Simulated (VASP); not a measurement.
# AlRu (Pm-3m) in VASP: further runs, part 2 of 3

VASP 6.6.1. The steps go on from the part before.

**4. Band structure, revPBE+D3(BJ)+U (cell strained at random at fixed volume)**

The input, INCAR:

```
PREC     = Accurate       # precision mode
ENCUT    = 500            # plane-wave cutoff, eV
EDIFF    = 1E-6           # SCF threshold, eV
ISMEAR   = 1              # smearing method
SIGMA    = 0.1            # smearing width, eV
LREAL    = Auto         
LASPH    = True           # aspherical terms in the spheres
NELM     = 100            # most SCF steps
ALGO     = Normal         # electronic algorithm
ISIF     = 2              # what is computed and relaxed
LWAVE    = False          # write WAVECAR
LCHARG   = False          # write CHGCAR
LMAXMIX  = 4              # l up to which the mixer works
LDAU     = True           # DFT+U
LDAUTYPE = 2            
LDAUL    = 2 -1           # shell
LDAUU    = 4 0            # U, eV
LDAUJ    = 0 0          
LDAUPRINT= 1            
GGA      = RE             # functional
IVDW     = 12             # dispersion correction
MAXMIX   = 40
```

The input, KPOINTS:

```
Automatic mesh
0
Gamma
  9 9 9
```

The input, POSCAR:

```
AlRu
1.0
    3.0057400000      0.0094510000      0.0275560000
    0.0094510000      2.9531290000      0.0101350000
    0.0275560000      0.0101350000      3.0166330000
Ru Al
1 1
Cartesian
    1.5213735000      1.4863575000      1.5271620000
    0.0000000000      0.0000000000      0.0000000000
```

The input, KPOINTS_OPT:

```
path XGY,LGZ,NGM,RG
15
line-mode
reciprocal
 0.0000000000 -0.5000000000  0.0000000000  X
 0.0000000000  0.0000000000  0.0000000000  G

 0.0000000000  0.0000000000  0.0000000000  G
-0.5000000000  0.0000000000  0.0000000000  Y

-0.5000000000 -0.5000000000  0.0000000000  L
 0.0000000000  0.0000000000  0.0000000000  G

 0.0000000000  0.0000000000  0.0000000000  G
 0.0000000000  0.0000000000 -0.5000000000  Z

 0.0000000000 -0.5000000000 -0.5000000000  N
 0.0000000000  0.0000000000  0.0000000000  G

 0.0000000000  0.0000000000  0.0000000000  G
-0.5000000000  0.0000000000 -0.5000000000  M

-0.5000000000 -0.5000000000 -0.5000000000  R
 0.0000000000  0.0000000000  0.0000000000  G
```

Potentials or basis: VASP PAW PBE potentials, release 54 (Ru, Al).

Command:

```console
> cat potpaw_PBE.54/Ru/POTCAR potpaw_PBE.54/Al/POTCAR > POTCAR
> mpirun -np 1 vasp_std > vasp.out
```

OUTCAR:

```text
PREC = Accurate
   ENCUT = 500
   EDIFF = 1E-6
   ISMEAR = 1
   LREAL = Auto
   LASPH = True
   NELM = 100
   ISIF = 2
   GGA = RE
   IVDW = 12
 IVDW          = 12

 ion  position               nearest neighbor table
   1  0.500  0.500  0.500-   2 2.57   2 2.57   2 2.58   2 2.58   2 2.60   2 2.60   2 2.62   2 2.62

   2  0.000  0.000  0.000-   1 2.57   1 2.57   1 2.58   1 2.58   1 2.60   1 2.60   1 2.62   1 2.62

  LATTYP: Found a triclinic cell.
 ALAT       =     4.2003918187
 B/A-ratio  =     0.7030681046
 C/A-ratio  =     1.0045486198
 COS(alpha) =     0.0003344407
 COS(beta)  =     0.5006583727
 COS(gamma) =     0.6985054986

  Lattice vectors:

 A1 = (   2.9962890000,  -2.9436780000,   0.0174210000)
 A2 = (  -0.0094510000,  -2.9531290000,  -0.0101350000)
 A3 = (   2.9781840000,  -0.0006840000,  -2.9890770000)

Analysis of symmetry for initial positions (statically):
=====================================================================
 Subroutine PRICEL returns:
 Original cell was already a primitive cell.

 Routine SETGRP: Setting up the symmetry group for a
 triclinic supercell.

 Subroutine GETGRP returns: Found  2 space group operations
 (whereof  2 operations were pure point group operations)
 out of a pool of  2 trial point group operations.

The static configuration has the point symmetry S_2 .

Analysis of symmetry for dynamics (positions and initial velocities):
=====================================================================
 Subroutine PRICEL returns:
 Original cell was already a primitive cell.

 Routine SETGRP: Setting up the symmetry group for a
 triclinic supercell.

 Subroutine GETGRP returns: Found  2 space group operations
 (whereof  2 operations were pure point group operations)
 out of a pool of  2 trial point group operations.

The dynamic configuration has the point symmetry S_2 .

 Subroutine INISYM returns: Found  2 space group operations
 (whereof  2 operations are pure point group operations),
 and found     1 'primitive' translations

----------------------------------------------------------------------------------------

                                     Primitive cell

  volume of cell :      26.7738

  direct lattice vectors                    reciprocal lattice vectors
     3.005740000  0.009451000  0.027556000     0.332727921 -0.001054422 -0.003035823
     0.009451000  2.953129000  0.010135000    -0.001054422  0.338631126 -0.001128069
     0.027556000  0.010135000  3.016633000    -0.003035823 -0.001128069  0.331526934

  length of vectors
     3.005881169  2.953161514  3.016775880     0.332743441  0.338634646  0.331542752

  position of ions in fractional coordinates (direct lattice)
     0.500000000  0.500000000  0.500000000
     0.000000000  0.000000000  0.000000000

  ion indices of the primitive-cell ions
   primitive index   ion index
                 1           1
[... 97 lines left out ...]
   LORBIT       =      0    0 simple, 1 ext, 2 COOP (PROOUT), +10 PAW based schemes
 LDA+U is selected, type is set to LDAUTYPE =  2
   angular momentum for each species LDAUL =     2   -1
   U (eV)           for each species LDAUU =   4.0  0.0
   J (eV)           for each species LDAUJ =   0.0  0.0
   GGA     = RE    functional components
   LHFCALC =     F    Hartree Fock is set to
   AEXX    =    0.0000 exact exchange contribution
   IVDW    =    12    specifies the selected vdW correction
   LEPSILON=     F    determine dielectric tensor
   LRPA    =     F    only Hartree local field effects (RPA)
 non-spin polarized calculation
 Methfessel and Paxton  Order N= 1 SIGMA  =   0.10
  energy-cutoff  :      500.00
  volume of cell :       26.77
 maximum number of plane-waves:       705
 NGX is ok and might be reduce to    24
   NGX = 11   NGY = 11   NGZ = 11

atom =   1  type =  1  l = 2

 onsite density matrix

spin component  1

  0.8330 -0.0013  0.0007 -0.0004  0.0002
 -0.0013  0.8332 -0.0002 -0.0004  0.0007
  0.0007 -0.0002  0.5664 -0.0011  0.0036
 -0.0004 -0.0004 -0.0011  0.8328 -0.0018
  0.0002  0.0007  0.0036 -0.0018  0.5722

spin component  2

  0.8330 -0.0013  0.0007 -0.0004  0.0002
 -0.0013  0.8332 -0.0002 -0.0004  0.0007
  0.0007 -0.0002  0.5664 -0.0011  0.0036
 -0.0004 -0.0004 -0.0011  0.8328 -0.0018
  0.0002  0.0007  0.0036 -0.0018  0.5722

 occupancies and eigenvectors

  o =  0.5647  v = -0.0021  0.0018  0.9036  0.0008 -0.4285  0.0000  0.0000  0.0000  0.0000  0.0000      0.0000  0.0000  0.0000  0.0000  0.0000  0.0000  0.0000  0.0000  0.0000  0.0000
  o =  0.5647  v =  0.0000  0.0000  0.0000  0.0000  0.0000 -0.0021  0.0018  0.9036  0.0008 -0.4285      0.0000  0.0000  0.0000  0.0000  0.0000  0.0000  0.0000  0.0000  0.0000  0.0000
  o =  0.5739  v =  0.0000  0.0000  0.0000  0.0000  0.0000  0.0019  0.0023 -0.4284 -0.0079 -0.9035      0.0000  0.0000  0.0000  0.0000  0.0000  0.0000  0.0000  0.0000  0.0000  0.0000
  o =  0.5739  v =  0.0019  0.0023 -0.4284 -0.0079 -0.9035  0.0000  0.0000  0.0000  0.0000  0.0000      0.0000  0.0000  0.0000  0.0000  0.0000  0.0000  0.0000  0.0000  0.0000  0.0000
  o =  0.8316  v =  0.6638  0.6228 -0.0004  0.4142 -0.0005  0.0000  0.0000  0.0000  0.0000  0.0000      0.0000  0.0000  0.0000  0.0000  0.0000  0.0000  0.0000  0.0000  0.0000  0.0000
  o =  0.8316  v =  0.0000  0.0000  0.0000  0.0000  0.0000  0.6638  0.6228 -0.0004  0.4142 -0.0005      0.0000  0.0000  0.0000  0.0000  0.0000  0.0000  0.0000  0.0000  0.0000  0.0000
  o =  0.8331  v = -0.2988 -0.2868 -0.0044  0.9101 -0.0073  0.0000  0.0000  0.0000  0.0000  0.0000      0.0000  0.0000  0.0000  0.0000  0.0000  0.0000  0.0000  0.0000  0.0000  0.0000
  o =  0.8331  v =  0.0000  0.0000  0.0000  0.0000  0.0000 -0.2988 -0.2868 -0.0044  0.9101 -0.0073      0.0000  0.0000  0.0000  0.0000  0.0000  0.0000  0.0000  0.0000  0.0000  0.0000
  o =  0.8344  v =  0.0000  0.0000  0.0000  0.0000  0.0000 -0.6856  0.7279 -0.0024  0.0043  0.0015      0.0000  0.0000  0.0000  0.0000  0.0000  0.0000  0.0000  0.0000  0.0000  0.0000
  o =  0.8344  v = -0.6856  0.7279 -0.0024  0.0043  0.0015  0.0000  0.0000  0.0000  0.0000  0.0000      0.0000  0.0000  0.0000  0.0000  0.0000  0.0000  0.0000  0.0000  0.0000  0.0000

 number of electron      11.0000000 magnetization

 Free energy of the ion-electron system (eV)
  ---------------------------------------------------
  ext. energy  EPLUGINS =         0.00000000
  ---------------------------------------------------
  free energy    TOTEN  =        -9.58435681 eV

  energy without entropy =       -9.58591357  energy(sigma->0) =       -9.58487573

 E-fermi :  10.0543     XC(G=0): -12.3286

 val. band max:       10.0491675191   @ k =  -0.3333  -0.3333   0.3333
 cond. band min:      10.0897738771   @ k =   0.3333   0.0000  -0.0000
 fundamental gap:      0.0406063581
 Fermi energy:        10.0543151132

 k-point     1 :       0.0000    0.0000    0.0000
  band No.  band energies     occupation
      1       0.9515      2.00000
      2       7.0708      2.00000
      3       7.0809      2.00000
      4       9.7766      2.00061
      5       9.8719      2.02703
      6       9.9841      1.92153
      7      16.4425      0.00000
      8      16.5555      0.00000
      9      17.0930      0.00000
[... 265 lines left out ...]
 k-point    24 :      -0.0000    0.3333    0.0000
  band No.  band energies     occupation
      1       2.9550      2.00000
      2       6.8668      2.00000
      3       7.7180      2.00000
      4       8.3597      2.00000
      5       8.5069      2.00000
      6       9.9836      1.92462
      7      13.3737      0.00000
      8      18.7684      0.00000
      9      19.4529      0.00000

 [... further k-points ...]

------------------------ aborting loop because EDIFF is reached ----------------------------------------

 Edisp (eV)   -1.95333

 E8    (eV) :    -1.3906

  FORCE on cell =-STRESS in cart. coord.  units (eV):
  Direction    XX          YY          ZZ          XY          YZ          ZX
  --------------------------------------------------------------------------------------
  -------------------------------------------------------------------------------------
  Total      -2.71481    -2.01194    -2.84796    -0.11561    -0.12185    -0.36920
  in kB    -162.45753  -120.39701  -170.42506    -6.91842    -7.29147   -22.09350
  external pressure =     -151.09 kB  Pullay stress =        0.00 kB

 VOLUME and BASIS-vectors are now :
 -----------------------------------------------------------------------------
  energy-cutoff  :      500.00
  volume of cell :       26.77
      direct lattice vectors                 reciprocal lattice vectors
     3.005740000  0.009451000  0.027556000     0.332727921 -0.001054422 -0.003035823
     0.009451000  2.953129000  0.010135000    -0.001054422  0.338631126 -0.001128069
     0.027556000  0.010135000  3.016633000    -0.003035823 -0.001128069  0.331526934

 POSITION                                       TOTAL-FORCE (eV/Angst)
 -----------------------------------------------------------------------------------
      1.52137      1.48636      1.52716        -0.000000     -0.000000     -0.000000
      0.00000      0.00000      0.00000         0.000000      0.000000      0.000000
 -----------------------------------------------------------------------------------
    total drift:                                0.000000     -0.000000     -0.000000

  FREE ENERGIE OF THE ION-ELECTRON SYSTEM (eV)
  ---------------------------------------------------
  free  energy   TOTEN  =       -11.5376906502 eV

  energy  without entropy=      -11.5392474009  energy(sigma->0) =      -11.53820957
```

Wall time 60 s (1 thread of Intel Xeon Platinum 8559C (Emerald Rapids), shared host); peak memory 0.23 GiB.

Results:

```yaml
Free_energy: -11.5377 eV
Pressure: -15.1 GPa
Band_gap_along_the_path: none (metal or under the smearing width)
Dispersion_energy_per_atom: -0.977 eV
```

Levels at the corners of the path, in eV from the Fermi level:
```tsv
point	band 4	band 5	band 6	band 7	band 8	band 9
X	-2.06	-1.92	0.00	3.20	7.92	11.49
Γ	-0.28	-0.18	-0.07	6.39	6.50	7.04
Γ	-0.28	-0.18	-0.07	6.39	6.50	7.04
Y	-2.01	-1.76	0.10	2.91	7.91	11.38
L	-1.56	-0.85	-0.68	2.28	6.12	6.32
Γ	-0.28	-0.18	-0.07	6.39	6.50	7.04
Γ	-0.28	-0.18	-0.07	6.39	6.50	7.04
Z	-1.97	-1.76	0.11	2.85	7.92	11.49
N	-1.53	-0.88	-0.69	2.25	6.08	6.29
Γ	-0.28	-0.18	-0.07	6.39	6.50	7.04
Γ	-0.28	-0.18	-0.07	6.39	6.50	7.04
M	-1.37	-1.01	-0.75	2.15	5.78	6.20
R	2.26	2.39	3.08	4.57	4.87	4.90
Γ	-0.28	-0.18	-0.07	6.39	6.50	7.04
```

Eigenvalues of the final occupation matrices:
| site | spin | trace | eigenvalues |
| --- | --- | --- | --- |
| site 1 d | 1 | 3.64 | 0.56 0.57 0.83 0.83 0.83 |
| site 1 d | 2 | 3.64 | 0.56 0.57 0.83 0.83 0.83 |

Caveat: the PAW data sets were made with another functional, which shifts forces and pressure a little; U without spin polarisation on a metal has little footing; pairwise dispersion overbinds metals, which lowers pressure and volume; the U is typed as a test and isn't derived for this compound.

**5. Phonons, LDA**

The input, POSCAR:

```
AlRu
1.0
    2.9916000000      0.0000000000      0.0000000000
    0.0000000000      2.9916000000      0.0000000000
    0.0000000000      0.0000000000      2.9916000000
Ru Al
1 1
Direct
    0.5000000000      0.5000000000      0.5000000000
    0.0000000000      0.0000000000      0.0000000000
```

The input, INCAR.step1:

```
PREC     = Accurate       # precision mode
ENCUT    = 600            # plane-wave cutoff, eV
EDIFF    = 1E-8           # SCF threshold, eV
ISMEAR   = -1             # smearing method
SIGMA    = 0.05           # smearing width, eV
LREAL    = False          # projectors in reciprocal space
LASPH    = True           # aspherical terms in the spheres
NELM     = 60             # most SCF steps
ALGO     = Normal         # electronic algorithm
ISIF     = 3              # what is computed and relaxed
LWAVE    = False          # write WAVECAR
LCHARG   = False          # write CHGCAR
GGA      = CA             # functional
IBRION   = 2              # ionic algorithm
NSW      = 40             # ionic steps
EDIFFG   = -0.002         # ionic threshold
```

The input, INCAR.step2:

```
PREC     = Accurate       # precision mode
ENCUT    = 600            # plane-wave cutoff, eV
EDIFF    = 1E-8           # SCF threshold, eV
ISMEAR   = -1             # smearing method
SIGMA    = 0.05           # smearing width, eV
LREAL    = False          # projectors in reciprocal space
LASPH    = True           # aspherical terms in the spheres
NELM     = 60             # most SCF steps
ALGO     = Normal         # electronic algorithm
ISIF     = 2              # what is computed and relaxed
LWAVE    = False          # write WAVECAR
LCHARG   = False          # write CHGCAR
GGA      = CA             # functional
IBRION   = 6              # ionic algorithm
NFREE    = 2            
POTIM    = 0.015          # step
NSW      = 1              # ionic steps
```

The input, KPOINTS:

```
regular mesh
0
Gamma
  7 7 7
```

Potentials or basis: VASP PAW LDA potentials, release 64 (Ru_pv, Al).

Command:

```console
> cat potpaw_LDA.64/Ru_pv/POTCAR potpaw_LDA.64/Al/POTCAR > POTCAR
> cp INCAR.step1 INCAR
> mpirun -np 1 vasp_std > vasp.out
> cp CONTCAR POSCAR
> cp INCAR.step2 INCAR
> mpirun -np 1 vasp_std > vasp.out
```

OUTCAR:

```text
PREC = Accurate
   ENCUT = 600
   EDIFF = 1E-8
   ISMEAR = -1
   LREAL = False
   LASPH = True
   NELM = 60
   ISIF = 2
   GGA = CA
   IBRION = 6
   NFREE = 2
   POTIM = 0.015
   NSW = 1

 ion  position               nearest neighbor table
   1  0.500  0.500  0.500-   2 2.56   2 2.56   2 2.56   2 2.56   2 2.56   2 2.56   2 2.56   2 2.56

   2  0.000  0.000  0.000-   1 2.56   1 2.56   1 2.56   1 2.56   1 2.56   1 2.56   1 2.56   1 2.56

  LATTYP: Found a simple cubic cell.
 ALAT       =     2.9560949277

  Lattice vectors:

 A1 = (   2.9560949277,   0.0000000000,   0.0000000000)
 A2 = (   0.0000000000,   2.9560949277,   0.0000000000)
 A3 = (   0.0000000000,   0.0000000000,   2.9560949277)
[... 701 lines left out ...]
  -------------------------------------------------------------------------------------
  Total        0.0037369      0.0072481      0.0072481      0.0000000     -0.0000000      0.0000000
  in kB        0.2317760      0.4495543      0.4495543      0.0000000     -0.0000000      0.0000000
  external PRESSURE =       0.3769615 kB  Pullay stress =       0.0000000 kB
[... 17 lines left out ...]
  FREE ENERGIE OF THE ION-ELECTRON SYSTEM (eV)
  ---------------------------------------------------
  free  energy   TOTEN  =       -16.1971856146 eV

  energy  without entropy=      -16.1800744709  energy(sigma->0) =      -16.18863004

 INTERNAL STRAIN TENSORS FROM DISPLACED ATOMS
 ============================================

 INTERNAL STRAIN TENSOR FOR ION    1 for displacements in x,y,z  (eV/Angst):
          X           Y           Z          XY          YZ          ZX
  --------------------------------------------------------------------------------
  x     0.00000     0.00000     0.00000     0.00000     0.00000     0.00000
  y     0.00000     0.00000     0.00000     0.00000     0.00000     0.00000
  z     0.00000     0.00000     0.00000     0.00000     0.00000     0.00000

 INTERNAL STRAIN TENSOR FOR ION    2 for displacements in x,y,z  (eV/Angst):
          X           Y           Z          XY          YZ          ZX
  --------------------------------------------------------------------------------
  x     0.00000     0.00000     0.00000     0.00000     0.00000     0.00000
  y     0.00000     0.00000     0.00000     0.00000     0.00000     0.00000
  z     0.00000     0.00000     0.00000     0.00000     0.00000     0.00000

 Eigenvectors and eigenvalues of the dynamical matrix
 ----------------------------------------------------

   1 f  =    9.740175 THz    61.199324 2PiTHz  324.897262 cm-1    40.282108 meV
             X         Y         Z           dx          dy          dz
      1.478047  1.478047  1.478047     0.459040    0.000000   -0.000000
      0.000000  0.000000  0.000000    -0.888415    0.000000    0.000000
[... 21 lines left out ...]
   6 f/i=    0.000156 THz     0.000979 2PiTHz    0.005196 cm-1     0.000644 meV
             X         Y         Z           dx          dy          dz
      1.478047  1.478047  1.478047    -0.000000   -0.000000   -0.888415
      0.000000  0.000000  0.000000     0.000000    0.000000   -0.459040

 ELASTIC MODULI CONTR FROM IONIC RELAXATION (kBar)
 Direction    XX          YY          ZZ          XY          YZ          ZX
 --------------------------------------------------------------------------------
 XX           0.0000      0.0000      0.0000      0.0000      0.0000      0.0000
 YY           0.0000      0.0000      0.0000      0.0000      0.0000      0.0000
 ZZ           0.0000      0.0000      0.0000      0.0000      0.0000      0.0000
 XY           0.0000      0.0000      0.0000      0.0000      0.0000      0.0000
 YZ           0.0000      0.0000      0.0000      0.0000      0.0000      0.0000
 ZX           0.0000      0.0000      0.0000      0.0000      0.0000      0.0000
 --------------------------------------------------------------------------------
```

OSZICAR.step1:

```text
N       E                     dE             d eps       ncg     rms          rms(c)
DAV:   1     0.132088005059E+03    0.13209E+03   -0.10501E+04   480   0.149E+03
DAV:   2    -0.139835618963E+02   -0.14607E+03   -0.14032E+03   496   0.380E+02
DAV:   3    -0.168547309995E+02   -0.28712E+01   -0.28151E+01   588   0.553E+01
[... 36 lines left out ...]
DAV:   3    -0.161986059272E+02    0.24989E-04   -0.82160E-05   508   0.106E-01    0.976E-03
DAV:   4    -0.161986055934E+02    0.33372E-06   -0.56962E-06   492   0.181E-02    0.217E-03
DAV:   5    -0.161986056149E+02   -0.21509E-07   -0.20393E-07   580   0.461E-03    0.199E-03
DAV:   6    -0.161986056281E+02   -0.13174E-07   -0.60882E-08   528   0.260E-03    0.164E-04
DAV:   7    -0.161986056280E+02    0.12960E-09   -0.22310E-09   264   0.482E-04
   4 F= -.16198606E+02 E0= -.16190048E+02  d E =-.231935E-01
```

It took 26 s on 1 thread of AMD EPYC 9R45 (Zen 5), shared host; peak memory 0.12 GiB.

Results:

* Relaxed volume: 12.92 Å³/atom
* Relaxed cell: a = 2.956 Å, b = 2.956 Å, c = 2.956 Å, α = 90.00°, β = 90.00°, γ = 90.00°
* Space group after relaxing (to 0.05 Å): Pm-3m (No. 221)
* Highest phonon frequency at Γ, LO-TO splitting left out: 325 cm⁻¹

The path:
| step | energy change (eV) | largest force (eV/Å) | pressure (GPa) | volume (Å³) |
| --- | --- | --- | --- | --- |
| 1 | 0.0000 | 0.0000 | -7.66 | 26.77 |
| 2 | 0.0436 | 0.0000 | 15.39 | 24.37 |
| 3 | -0.0232 | 0.0000 | -0.14 | 25.85 |
| 4 | -0.0232 | 0.0000 | 0.02 | 25.83 |

Final structure:
```
Ru Al
1.0
     2.95609    0.00000    0.00000
     0.00000    2.95609    0.00000
     0.00000    0.00000    2.95609
Ru Al
1 1
Direct
  0.50000 0.50000 0.50000
  0.00000 0.00000 0.00000
```

Phonon frequencies in cm⁻¹ (negative: imaginary):
```
              q point        frequencies
(0.000, 0.000, 0.000)  0 0 0 325 325 325
```

[end of part 2 of 3]
